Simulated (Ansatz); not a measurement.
**Structure relaxation of KCl**

The calculation used Ansatz 0.2.0, DFT PBE, scalar-relativistic, plane waves, PAW. Cutoff 420 eV, Γ-centred k mesh, Gaussian smearing, no spin polarisation in the final step.

This is the end of a relaxation of cell and atoms.

```
K Cl
1.0
     7.46464    0.00000    0.00000
    -3.73232    6.46457    0.00000
     0.00000    0.00000    4.44130
K Cl
3 3
Direct
  0.50000 0.00000 0.00000
  0.50000 0.50000 0.00000
  0.00000 0.50000 0.00000
  0.00000 0.00000 0.00000
  0.33333 0.66667 0.50000
  0.66667 0.33333 0.50000
```

Formation energies are uncorrected and refer to the elements' standard structures at the same level (Cl₂ as a molecule).

Q: What space group does it have?

A: P6/mmm (No. 191). Conventional cell: a = 7.465 Å, c = 4.441 Å. K is coordinated by 4 Cl at 3.09 Å; Cl on Wyckoff site a (1 atom of the primitive cell) has 6 K at 3.73 Å; around Cl on Wyckoff site d (2 atoms of the primitive cell) lie 6 K at 3.09 Å.

Q: What is its formation energy per atom?

A: -1.799 eV/atom.

Q: Is it a metal?

A: No, the gap on the 6×6×6 mesh is 3.26 eV.

The final run used a 6×6×6 mesh on its 6-atom cell and 0.02 eV smearing. The cell came from a trial start, so KCl may not exist in this structure.

Cost: 3 runs of about 0.97 core-minutes in all, on Intel Xeon 6975P-C (Granite Rapids) (shared hosts).